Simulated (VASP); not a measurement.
Set up this calculation in VASP 6.6.1, as the native input.

```yaml
Task: single point
Functional: PBE
Potentials_or_basis: VASP PAW PBE potentials, release 64 (Si)
Cutoff: 520 eV
k_mesh: 8 × 8 × 8
Occupations: fermi-dirac, width 0.05 eV
Spin: no spin polarisation
Further_INCAR_settings: ALGO = Normal; EDIFF = 1e-07; NBANDS = 11
```

The structure of Si lies in POSCAR:

```
Si
1.0
    0.0000000000      2.7218511865      2.7218511865
    2.7218511865      0.0000000000      2.7218511865
    2.7218511865      2.7218511865      0.0000000000
Si
2
Direct
    0.5000000000      0.5000000000      0.5000000000
    0.7500000000      0.7500000000      0.7500000000
```

These files were run (other wordings do the same):

INCAR

```
PREC = Accurate
ENCUT = 520
EDIFF = 1E-7
ISMEAR = -1
SIGMA = 0.05
LREAL = False
LASPH = True
NELM = 60
ALGO = Normal
ISIF = 2
LWAVE = False
LCHARG = True
GGA = PE
LELF = True
LVHAR = True
NBANDS = 11
```

KPOINTS

```
regular mesh
0
Gamma
  8 8 8
```

Potentials or basis: VASP PAW PBE potentials, release 64 (Si).

Launch:

```sh
$ cat potpaw_PBE.64/Si/POTCAR > POTCAR
$ mpirun -np 1 vasp_std > vasp.out
```

It gave:

```
Pressure               : 1.3 GPa
Band gap on the k mesh : 0.63 eV, indirect (least direct gap 2.56 eV)
```

Run time: 12 s on 1 thread of Intel(R) Xeon(R) Platinum 8375C CPU @ 2.90GHz (Ice Lake), with other jobs on the host, peak memory 0.15 GiB.
